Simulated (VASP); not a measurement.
# MnO (P6_3mc) in VASP: notebook

The runs below take MnO through single point, with PBEsol, PBE, revTPSS.

Everything below comes from runs of VASP 6.6.1. Logs are shortened: lines on timing, memory, paths and dates and some standing lists are left out, and cuts for length are marked.

## Step 1: Starting point

The structure is hexagonal, space group P6_3mc (No. 186). The conventional cell has a = 3.372 Å, b = 3.372 Å, c = 5.386 Å, α = 90.00°, β = 90.00°, γ = 120.00°. Around Mn (site symmetry 3m) lie 4 O at 1.96 to 2.08 Å. O (site symmetry 3m) has 4 Mn at 1.96 to 2.08 Å as nearest neighbours.

Measurements of this composition are mostly on another form, of space group No. 225.

## Step 2: Single point, PBEsol, collinear spin, ferromagnetic start

Input file run.py:

```python
from ase.calculators.vasp import Vasp
from ase.dft.bandgap import bandgap
from ase.io import read

atoms = read('MnO.cif')
atoms.set_initial_magnetic_moments([4.0, 4.0, 0.0, 0.0])
calc = Vasp(
    directory='calc',
    xc='pbesol',
    pp='PBE',
    setups='recommended',
    prec='Accurate',
    encut=520,
    ediff=1e-07,
    ismear=0,
    sigma=0.02,
    lreal=False,
    lasph=True,
    nelm=120,
    algo='Fast',
    isif=2,
    lwave=False,
    lcharg=False,
    ispin=2,
    lorbit=11,
    lmaxmix=4,
    kpts=[9, 9, 5],
    gamma=True,
)
atoms.calc = calc

print('energy (eV):', atoms.get_potential_energy())
print('free energy (eV):', atoms.get_potential_energy(force_consistent=True))
print('forces (eV/A):')
print(atoms.get_forces())
print('stress (eV/A^3, Voigt):', atoms.get_stress())
print('Fermi level (eV):', calc.get_fermi_level())
print('moment (muB):', atoms.get_magnetic_moment())
print('site moments (muB):', atoms.get_magnetic_moments())
gap, top, bottom = bandgap(calc)
print('band gap (eV):', gap, 'from (spin, k, band)', top, 'to', bottom)
```

Input file MnO.cif:

```cif
data_MnO
_cell_length_a 3.37170000
_cell_length_b 3.37170000
_cell_length_c 5.38550000
_cell_angle_alpha 90.00000000
_cell_angle_beta 90.00000000
_cell_angle_gamma 120.00000000
_space_group_name_H-M_alt 'P1'
_space_group_name_Hall 'P 1'
_space_group_IT_number 1
loop_
_space_group_symop_operation_xyz
'x,y,z'
loop_
_atom_site_label
_atom_site_type_symbol
_atom_site_symmetry_multiplicity
_atom_site_Wyckoff_symbol
_atom_site_fract_x
_atom_site_fract_y
_atom_site_fract_z
_atom_site_occupancy
Mn1 Mn 1 a 0.6666666667 0.3333333333 0.5109600000 1
Mn2 Mn 1 a 0.3333333333 0.6666666667 0.0109600000 1
O1 O 1 a 0.6666666667 0.3333333333 0.8754700000 1
O2 O 1 a 0.3333333333 0.6666666667 0.3754700000 1
```

Potentials or basis: VASP PAW PBE potentials, release 64 (Mn_pv, O).

Command:

```console
> python run.py
```

Log:

```text
energy (eV): -34.262147
free energy (eV): -34.26216099
forces (eV/A):
[[-0.          0.         -0.60407723]
 [ 0.         -0.         -0.60407723]
 [-0.         -0.          0.60407723]
 [ 0.          0.          0.60407723]]
stress (eV/A^3, Voigt): [ 0.00758154  0.00758154 -0.0391112  -0.         -0.          0.        ]
Fermi level (eV): 5.75813474
moment (muB): 9.9950516
site moments (muB): [4.403 4.403 0.2   0.2  ]
band gap (eV): 0.0 from (spin, k, band) (None, None, None) to (None, None, None)
```

OUTCAR:

```text
ENCUT = 520.000000
   EDIFF = 1.00e-07
   GGA = PS
   PREC = Accurate
   ISIF = 2
   ISMEAR = 0
   ISPIN = 2
   LORBIT = 11
   NELM = 120
   LASPH = .TRUE.
   LREAL = .FALSE.

 ion  position               nearest neighbor table
   1  0.667  0.333  0.511-   3 1.96   4 2.08   4 2.08   4 2.08
   2  0.333  0.667  0.011-   4 1.96   3 2.08   3 2.08   3 2.08
   3  0.667  0.333  0.875-   1 1.96   2 2.08   2 2.08   2 2.08
   4  0.333  0.667  0.375-   2 1.96   1 2.08   1 2.08   1 2.08

  LATTYP: Found a hexagonal cell.
 ALAT       =     3.3717000000
 C/A-ratio  =     1.5972654744

  Lattice vectors:

 A1 = (   3.3717000000,   0.0000000000,   0.0000000000)
 A2 = (  -1.6858500000,   2.9199778539,   0.0000000000)
 A3 = (   0.0000000000,   0.0000000000,   5.3855000000)

Analysis of symmetry for initial positions (statically):
=====================================================================
 Subroutine PRICEL returns:
 Original cell was already a primitive cell.

 Routine SETGRP: Setting up the symmetry group for a
 hexagonal supercell.

 Subroutine GETGRP returns: Found 12 space group operations
 (whereof  6 operations were pure point group operations)
 out of a pool of 24 trial point group operations.

The static configuration has the point symmetry C_3v.
 The point group associated with its full space group is C_6v.

Analysis of symmetry for dynamics (positions and initial velocities):
=====================================================================
 Subroutine PRICEL returns:
 Original cell was already a primitive cell.
[... 190 lines left out ...]
 k-point     1 :       0.0000    0.0000    0.0000
  band No.  band energies     occupation
      1     -44.7063      1.00000
      2     -44.7056      1.00000
      3     -44.7056      1.00000
      4     -44.6996      1.00000
      5     -44.6996      1.00000
      6     -44.6683      1.00000
[... 709 lines left out ...]
     26      11.5520      0.00000
     27      11.5675      0.00000

 [... further k-points ...]

 spin component 2

 k-point     1 :       0.0000    0.0000    0.0000
  band No.  band energies     occupation
      1     -40.0624      1.00000
      2     -40.0317      1.00000
      3     -40.0317      1.00000
      4     -40.0239      1.00000
      5     -40.0239      1.00000
      6     -40.0114      1.00000
[... 709 lines left out ...]
     26      13.1984      0.00000
     27      13.2014      0.00000

 [... further k-points ...]

------------------------ aborting loop because EDIFF is reached ----------------------------------------

  FORCE on cell =-STRESS in cart. coord.  units (eV):
  Direction    XX          YY          ZZ          XY          YZ          ZX
  --------------------------------------------------------------------------------------
  -------------------------------------------------------------------------------------
  Total       -0.4019870     -0.4019870      2.0737457     -0.0000000      0.0000000      0.0000000
  in kB      -12.1469741    -12.1469741     62.6630552     -0.0000000      0.0000000      0.0000000
  external PRESSURE =      12.7897023 kB  Pullay stress =       0.0000000 kB

 VOLUME and BASIS-vectors are now :
 -----------------------------------------------------------------------------
  energy-cutoff  :      520.00
  volume of cell :       53.02
      direct lattice vectors                 reciprocal lattice vectors
     3.371700000  0.000000000  0.000000000     0.296586292  0.171234175  0.000000000
    -1.685850000  2.919977854  0.000000000     0.000000000  0.342468351  0.000000000
     0.000000000  0.000000000  5.385500000     0.000000000  0.000000000  0.185683781

 POSITION                                       TOTAL-FORCE (eV/Angst)
 -----------------------------------------------------------------------------------
      1.68585      0.97333      2.75178        -0.000000      0.000000     -0.604077
     -0.00000      1.94665      0.05903         0.000000     -0.000000     -0.604077
      1.68585      0.97333      4.71484        -0.000000     -0.000000      0.604077
     -0.00000      1.94665      2.02209         0.000000      0.000000      0.604077
 -----------------------------------------------------------------------------------
    total drift:                               -0.000000     -0.000000      0.001415

  FREE ENERGIE OF THE ION-ELECTRON SYSTEM (eV)
  ---------------------------------------------------
  free  energy   TOTEN  =       -34.2621609901 eV

  energy  without entropy=      -34.2621330108  energy(sigma->0) =      -34.26214700

 total charge

# of ion       s       p       d       tot
------------------------------------------
    1        0.244   6.235   4.953  11.432
    2        0.244   6.235   4.953  11.432
    3        1.551   3.442   0.000   4.993
    4        1.551   3.442   0.000   4.993
--------------------------------------------------
tot          3.590  19.354   9.906  32.850

 magnetization (x)

# of ion       s       p       d       tot
------------------------------------------
    1        0.037   0.063   4.302   4.403
    2        0.037   0.063   4.302   4.403
    3        0.019   0.181   0.000   0.200
    4        0.019   0.181   0.000   0.200
--------------------------------------------------
tot          0.114   0.489   8.604   9.206
```

INCAR:

```text
ENCUT = 520.000000
SIGMA = 0.020000
EDIFF = 1.00e-07
ALGO = Fast
GGA = PS
PREC = Accurate
ISIF = 2
ISMEAR = 0
ISPIN = 2
LMAXMIX = 4
LORBIT = 11
NELM = 120
LASPH = .TRUE.
LCHARG = .FALSE.
LWAVE = .FALSE.
LREAL = .FALSE.
MAGMOM = 2*4.0000 2*0.0000
```

Wall time 2.3 min (1 thread of Intel Xeon Platinum 8259CL at 2.50GHz (Skylake/Cascade Lake), shared host); peak memory 0.24 GiB.

Results:

```yaml
Free_energy: -34.2622 eV
Pressure: 1.3 GPa
Largest_force: 0.604 eV/Å
Band_gap_on_the_k_mesh: none (metal or under the smearing width)
Net_moment: 10.00 μB per cell
Site_moments: Mn +4.40; O +0.20 μB
Valence_electrons_inside_the_program's_atomic_spheres: Mn 11.43; O 4.99
```

Forces in eV/Å, atoms in the order of the input:
```
Mn   0.000  0.000 -0.604
Mn   0.000  0.000 -0.604
O    0.000  0.000  0.604
O    0.000  0.000  0.604
```

Stress tensor (GPa, compression positive):
```
-1.21  0.00  0.00
 0.00 -1.21  0.00
 0.00  0.00  6.27
```

Levels at points of the mesh, in eV from the Fermi level:
Spin up:
```
           k point  band 21  band 22  band 23  band 24  band 25  band 26  band 27
(0.00, 0.00, 0.00)    -1.07    -1.07     0.00     0.00     0.06     3.58     5.51
```
Spin down:
```csv
k point,band 10,band 11,band 12,band 13,band 14,band 15,band 16,band 17,band 18,band 19
"(0.00, 0.00, 0.00)",-5.12,-4.95,-4.95,-4.74,-4.74,-0.16,0.91,0.91,1.05,1.69
```

Caveat: the PAW data sets were made with another functional, which shifts forces and pressure a little; semilocal functionals often make such compounds metallic where correlation or magnetic order opens a gap, which also shifts bond lengths; only a ferromagnetic start was run, and an antiferromagnetic order may lie lower in energy. With open d or f shells a metallic result of PBEsol can be an artefact of self-interaction; +U or a hybrid may open a gap.

## Step 3: Single point, PBE, collinear spin, ferromagnetic start

Input file INCAR:

```
SYSTEM = MnO
PREC     = Accurate       ! precision mode
ENCUT    = 520            ! plane-wave cutoff, eV
EDIFF    = 1E-6           ! SCF threshold, eV
ISMEAR   = 0              ! smearing method
SIGMA    = 0.05           ! smearing width, eV
LREAL    = .False.        ! projectors in reciprocal space
LASPH    = .True.         ! aspherical terms in the spheres
NELM     = 120            ! most SCF steps
ALGO     = Fast           ! electronic algorithm
ISIF     = 2              ! what is computed and relaxed
LWAVE    = .False.        ! write WAVECAR
LCHARG   = .False.        ! write CHGCAR
ISPIN    = 2              ! spin polarisation
MAGMOM   = 4 4 0 0        ! initial moments
LORBIT   = 11             ! projections on sites
LMAXMIX  = 4              ! l up to which the mixer works
GGA      = PE             ! functional
```

Input file KPOINTS:

```
Automatic mesh
0
Gamma
  9 9 5
  0 0 0
```

Input file POSCAR:

```
MnO
1.0
    3.3717000000      0.0000000000      0.0000000000
   -1.6858500000      2.9199778539      0.0000000000
    0.0000000000      0.0000000000      5.3855000000
Mn O
2 2
Direct
    0.6666666667      0.3333333333      0.5109600000
    0.3333333333      0.6666666667      0.0109600000
    0.6666666667      0.3333333333      0.8754700000
    0.3333333333      0.6666666667      0.3754700000
```

Potentials or basis: VASP PAW PBE potentials, release 64 (Mn_pv, O).

Command:

```console
> cat potpaw_PBE.64/Mn_pv/POTCAR potpaw_PBE.64/O/POTCAR > POTCAR
> mpirun -np 1 vasp_std > vasp.out
```

Run time: 1.8 min. Hardware: 1 thread of Intel Xeon Platinum 8559C (Emerald Rapids), shared host; peak memory 0.23 GiB.

The run converged. Its results:

| Quantity | Value |
| --- | --- |
| Free energy | -32.7761 eV |
| Pressure | 6.5 GPa |
| Largest force | 0.655 eV/Å |
| Band gap on the k mesh | none (metal or under the smearing width) |
| Net moment | 9.99 μB per cell |
| Site moments | Mn +4.41; O +0.20 μB |
| Valence electrons inside the program's atomic spheres | Mn 11.43; O 5.02 |

Forces in eV/Å, atoms in the order of the input:
```
Mn   0.000  0.000 -0.655
Mn   0.000  0.000 -0.655
O    0.000  0.000  0.655
O    0.000  0.000  0.655
```

Stress tensor (GPa, compression positive):
```
 3.76  0.00  0.00
 0.00  3.76  0.00
 0.00  0.00 12.06
```

Levels at points of the mesh, in eV from the Fermi level:
Spin up:
| k point | band 22 | band 23 | band 24 | band 25 | band 26 | band 27 |
| --- | --- | --- | --- | --- | --- | --- |
| (0.00, 0.00, 0.00) | -1.07 | 0.00 | 0.00 | 0.07 | 3.73 | 5.59 |
Spin down:
| k point | band 11 | band 12 | band 13 | band 14 | band 15 | band 16 | band 17 | band 18 |
| --- | --- | --- | --- | --- | --- | --- | --- | --- |
| (0.00, 0.00, 0.00) | -4.93 | -4.93 | -4.73 | -4.73 | -0.07 | 0.96 | 0.96 | 1.11 |

Caveat: semilocal functionals often make such compounds metallic where correlation or magnetic order opens a gap, which also shifts bond lengths; only a ferromagnetic start was run, and an antiferromagnetic order may lie lower in energy.

## Step 4: Single point, PBE, collinear spin, ferromagnetic start

run.py: that of step 2 with these lines changed.

```diff
@@ -4,3 +4,3 @@
 
-atoms = read('MnO.cif')
+atoms = read('POSCAR')
 atoms.set_initial_magnetic_moments([4.0, 4.0, 0.0, 0.0])
@@ -8,3 +8,3 @@
     directory='calc',
-    xc='pbesol',
+    xc='pbe',
     pp='PBE',
@@ -15,7 +15,7 @@
     ismear=0,
-    sigma=0.02,
+    sigma=0.05,
     lreal=False,
     lasph=True,
-    nelm=120,
-    algo='Fast',
+    nelm=100,
+    algo='Normal',
     isif=2,
```

POSCAR is that of step 3.

Command:

```console
> python run.py
```

Run time: 1.7 min. Hardware: 1 thread of Intel Xeon Platinum 8559C (Emerald Rapids), shared host; peak memory 0.24 GiB.

It converged, with:

```yaml
Free_energy: -32.7761 eV
Pressure: 6.6 GPa
Largest_force: 0.655 eV/Å
Band_gap_on_the_k_mesh: none (metal or under the smearing width)
Net_moment: 10.00 μB per cell
Site_moments: Mn +4.41; O +0.20 μB
Valence_electrons_inside_the_program's_atomic_spheres: Mn 11.43; O 5.02
```

Forces in eV/Å, atoms in the order of the input:
```
Mn   0.000  0.000 -0.655
Mn   0.000  0.000 -0.655
O    0.000  0.000  0.655
O    0.000  0.000  0.655
```

Stress tensor (GPa, compression positive):
```
 3.79  0.00  0.00
 0.00  3.79  0.00
 0.00  0.00 12.10
```

Levels at points of the mesh, in eV from the Fermi level:
Spin up:
```
           k point  band 21  band 22  band 23  band 24  band 25  band 26  band 27
(0.00, 0.00, 0.00)    -1.07    -1.07     0.00     0.00     0.07     3.73     5.59
```
Spin down:
```csv
k point,band 10,band 11,band 12,band 13,band 14,band 15,band 16,band 17,band 18,band 19
"(0.00, 0.00, 0.00)",-5.10,-4.93,-4.93,-4.73,-4.73,-0.07,0.96,0.96,1.11,1.74
```

Caveat: semilocal functionals often make such compounds metallic where correlation or magnetic order opens a gap, which also shifts bond lengths; only a ferromagnetic start was run, and an antiferromagnetic order may lie lower in energy.

## Step 5: Single point, revTPSS, collinear spin, antiferromagnetic start

Input file INCAR:

```
SYSTEM = MnO
  PREC = Accurate
  ENCUT = 520
  EDIFF = 1E-6
  ISMEAR = -1
  SIGMA = 0.02
  LREAL = .False.
  LASPH = .True.
  NELM = 100
  ALGO = Normal
  ISIF = 2
  LWAVE = .False.
  LCHARG = .False.
  ISPIN = 2
  MAGMOM = 4 -4 0 0
  LORBIT = 11
  LMAXMIX = 4
  METAGGA = RTPSS
  LMIXTAU = .True.
```

Input file KPOINTS:

```
regular mesh
0
Gamma
  9 9 5
  0 0 0
```

POSCAR is that of step 4.

Command:

```console
> cat potpaw_PBE.64/Mn_pv/POTCAR potpaw_PBE.64/O/POTCAR > POTCAR
> mpirun -np 1 vasp_std > vasp.out
```

Run time: 6.8 min. Hardware: 1 thread of Intel Xeon Platinum 8559C (Emerald Rapids), shared host; peak memory 0.25 GiB.

Results (log left out):

```yaml
Free_energy: -32.5386 eV
Pressure: -1.6 GPa
Largest_force: 0.236 eV/Å
Band_gap_on_the_k_mesh: none (metal or under the smearing width)
Net_moment: 0.00 μB per cell
Site_moments: Mn +4.31, -4.31; O -0.07, +0.07 μB
Valence_electrons_inside_the_program's_atomic_spheres: Mn 11.46; O 4.98
```

Forces on the atoms (eV/Å):
```
Mn   0.000  0.000 -0.236
Mn   0.000  0.000 -0.236
O    0.000  0.000  0.236
O    0.000  0.000  0.236
```

Stress tensor (GPa, compression positive):
```
-2.41  0.00  0.00
 0.00 -2.41  0.00
 0.00  0.00  0.06
```

Levels at points of the mesh, in eV from the Fermi level:
Spin up:
```csv
k point,band 17,band 18,band 19,band 20,band 21,band 22
"(0.00, 0.00, 0.00)",-0.85,-0.25,-0.10,-0.10,2.58,2.58
```
Spin down:
```
           k point  band 15  band 16  band 17  band 18  band 19  band 20  band 21  band 22  band 23
(0.00, 0.00, 0.00)    -2.08    -2.08    -0.85    -0.25    -0.10    -0.10     2.58     2.58     3.38
```

Caveat: the PAW data sets were made with another functional, which shifts forces and pressure a little; semilocal functionals often make such compounds metallic where correlation or magnetic order opens a gap, which also shifts bond lengths.

## Step 6: The reference run

An earlier run on the cell as given: functional PBE; potentials or basis VASP PAW PBE potentials, release 64 (Mn_pv, O); cutoff 520 eV; k mesh 9 × 9 × 5; occupations fermi-dirac, width 0.05 eV; collinear spin, ferromagnetic start; starting moments [4.0, 4.0, 0.0, 0.0] μB.

* Pressure: 6.5 GPa
* Largest force: 0.663 eV/Å
* Band gap on the k mesh: none (metal or under the smearing width)
* Net moment: 9.99 μB per cell
* Site moments: Mn +4.41; O +0.20 μB
* Valence electrons inside the program's atomic spheres: Mn 11.43; O 5.02

## Step 7: The runs side by side

```tsv
level	spin	smearing	gap on the mesh (eV)	pressure (GPa)	moment (μB)	largest force (eV/Å)
PBEsol	collinear, ferromagnetic start	gaussian 0.02 eV	none	1.3	10.00	0.60
PBE	collinear, ferromagnetic start	gaussian 0.05 eV	none	6.6	10.00	0.65
revTPSS	collinear, antiferromagnetic start	fermi-dirac 0.02 eV	none	-1.6	0.00	0.24
PBE	collinear, ferromagnetic start	fermi-dirac 0.05 eV	none	6.5	9.99	0.66
```

Alike in all rows: task single point; potentials or basis VASP PAW PBE potentials, release 64 (Mn_pv, O); cell as given; k mesh 9 × 9 × 5; cutoff (eV) 520.

Every run on the cell as given and a fine mesh finds a metal. The pressure there spans -1.6 GPa (revTPSS) to 6.6 GPa (PBE); a positive pressure means that this level wants a larger cell, a negative one a smaller.

Caveats: semilocal functionals often make such compounds metallic where correlation or magnetic order opens a gap, which also shifts bond lengths; the PAW data sets were made with another functional, which shifts forces and pressure a little (some runs).

Absolute energies hang on the potentials; compare differences alone.
